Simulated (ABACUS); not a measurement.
Input of an ABACUS 3.10.1 run:

File INPUT:

```
INPUT_PARAMETERS
suffix              InP
calculation         cell-relax
basis_type          pw
pseudo_dir          ./
symmetry            1
dft_functional      scan
ecutwfc             82
pseudo_rcut         10
nspin               1
nbands              13
ks_solver           dav
smearing_method     fd
smearing_sigma      0.00367493
scf_thr             1e-08
scf_nmax            100
mixing_type         broyden
mixing_beta         0.7
cal_force           1
cal_stress          1
mixing_tau          1
relax_nmax          60
force_thr_ev        0.01
relax_method        cg
out_stru            1
stress_thr          0.5
kpar                4
```

File STRU:

```
ATOMIC_SPECIES
In 114.8180 In_ONCV_PBE-1.2.upf
P 30.9738 P_ONCV_PBE-1.2.upf

LATTICE_CONSTANT
1.8897261246

LATTICE_VECTORS
0.0000000000 2.9305000000 2.9305000000
2.9305000000 0.0000000000 2.9305000000
2.9305000000 2.9305000000 0.0000000000

ATOMIC_POSITIONS
Direct

In
0.0
1
0.0000000000 0.0000000000 0.0000000000 1 1 1

P
0.0
1
0.7500000000 0.7500000000 0.7500000000 1 1 1
```

Contents of KPT:

```
K_POINTS
0
Gamma
5 5 5 0 0 0
```

Potentials or basis: SG15 ONCV 1.2 PBE, plane waves.

Launch:

```sh
$ OMP_NUM_THREADS=1 mpirun -np 4 abacus > log
```

Question: What does it give for the band gap on the k mesh?

Answer: 0.70 eV, direct.

Final structure:
```xyz
2
Lattice="0.0000 2.9305 2.9305 2.9305 0.0000 2.9305 2.9305 2.9305 0.0000" Properties=species:S:1:pos:R:3 pbc="T T T"
In    0.0000    0.0000    0.0000
P     4.3957    4.3957    4.3957
```

Caveat: the relaxation stopped at its first step, so nothing moved; spin-orbit coupling is left out, which moves the levels of the heavy elements. SCAN opens gaps a little over a GGA but as a rule still falls short of measured ones.
